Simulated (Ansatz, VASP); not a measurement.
One calculation of InSb, two programs

INCAR

```
SYSTEM = InSb
ALGO = Normal
EDIFF = 1E-8
ENCUT = 520
GGA = PE
ISIF = 2
ISMEAR = -1
LASPH = .True.
LCHARG = .False.
LEFG = .True.
LREAL = .False.
LWAVE = .False.
NBANDS = 16
NELM = 100
PREC = Accurate
SIGMA = 0.03
```

File KPOINTS:

```
k-points
0
Gamma
  10 10 10
  0 0 0
```

Contents of POSCAR:

```
InSb
1.0
    0.0000000000      3.2391000000      3.2391000000
    3.2391000000      0.0000000000      3.2391000000
    3.2391000000      3.2391000000      0.0000000000
In Sb
1 1
Direct
    0.0000000000      0.0000000000      0.0000000000
    0.7500000000      0.7500000000      0.7500000000
```

Input for Ansatz:

```yaml
crystal:
  lattice:
    - [0.0, 3.2391, 3.2391]
    - [3.2391, 0.0, 3.2391]
    - [3.2391, 3.2391, 0.0]
  atoms:
    - { symbol: In, position: [0.0, 0.0, 0.0] }
    - { symbol: Sb, position: [0.75, 0.75, 0.75] }
kpoints:
  mp_grid: { grid: [10, 10, 10] }
scf:
  occupations: { method: fermi_dirac, width: 0.03 }
hamiltonian:
  xc: pbe
  pseudopotentials: { kind: paw }
output:
  forces: true
  stress: true
  eigenvalues: true
  efg: { contact_densities: true }
  write_density: true
  write_potential: true
  elf: true
  volumetric_format: npy
basis:
  ecutwfc: 800
```

Alike in both runs: task electric field gradients; functional PBE; k mesh 10 × 10 × 10; occupations fermi-dirac, width 0.03 eV; no spin polarisation.

|  | VASP | Ansatz |
| --- | --- | --- |
| version | VASP 6.6.1 | Ansatz 0.2.0 |
| potentials or method | VASP PAW PBE potentials, release 64 (In_d, Sb) | PAW with Ansatz's default frozen-core files, scalar-relativistic |
| plane-wave cutoff (eV) | 520 | 800 |
| valence electrons in the cell | 18 | 28 |

|  | VASP | Ansatz | Ansatz less VASP |
| --- | --- | --- | --- |
| pressure (GPa) | 3.1 | 3.1 | +0.02 |
| Vzz of the field gradient on the site that differs most (V/Å²) | 0.0 | 0.0 | 0.00 |

The two sets of potentials don't hold the same shells in valence. Ansatz warned: «gradients_without_spin_orbit».

Spin-orbit coupling is left out, which matters for the levels of Sb.
